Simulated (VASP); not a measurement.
The system is Pt.

```
Pt
1.0
     2.74984    0.00000    0.00000
    -1.37492    2.38143    0.00000
     0.00000    0.00000    9.88865
Pt
4
Cartesian
  0.0000 1.5876 1.1755
  1.3749 0.7938 6.1198
  0.0000 1.5876 3.7689
  1.3749 0.7938 8.7132
```

The cell was built by a generator and needn't be a form met in nature.

* Program: VASP 6.6.1
* Task: relaxation of cell and atoms
* Functional: PBE
* Potentials or basis: VASP PAW PBE potentials, release 64 (Pt)
* Cutoff: 600 eV
* k mesh: 9 × 9 × 2
* Occupations: gaussian, width 0.1 eV
* Spin: no spin polarisation

At the start: pressure -0.1 GPa; volume 16.19 Å³/atom.

Question: How do energy, volume and symmetry change on relaxing?

Answer: Over 5 steps the energy falls by 3.2 meV/atom and the volume is 16.21 Å³/atom (+0.1 %); space group P6_3/mmc (No. 194, to 0.05 Å).

The path:
| step | energy change (eV) | largest force (eV/Å) | pressure (GPa) | volume (Å³) |
| --- | --- | --- | --- | --- |
| 1 | 0.0000 | 0.0043 | -0.10 | 64.76 |
| 2 | -0.0109 | 0.1000 | 0.56 | 64.65 |
| 3 | -0.0125 | 0.0792 | 0.33 | 64.68 |
| 4 | -0.0126 | 0.0055 | -0.72 | 64.97 |
| 5 | -0.0129 | 0.0331 | -0.24 | 64.83 |

Final structure:
```
CELL_PARAMETERS angstrom
2.73375 0.00000 0.00000
-1.36688 2.36750 0.00000
0.00000 0.00000 10.01740
ATOMIC_POSITIONS crystal
Pt 0.33333 0.66667 0.11905
Pt 0.66667 0.33333 0.61905
Pt 0.33333 0.66667 0.38095
Pt 0.66667 0.33333 0.88095
```
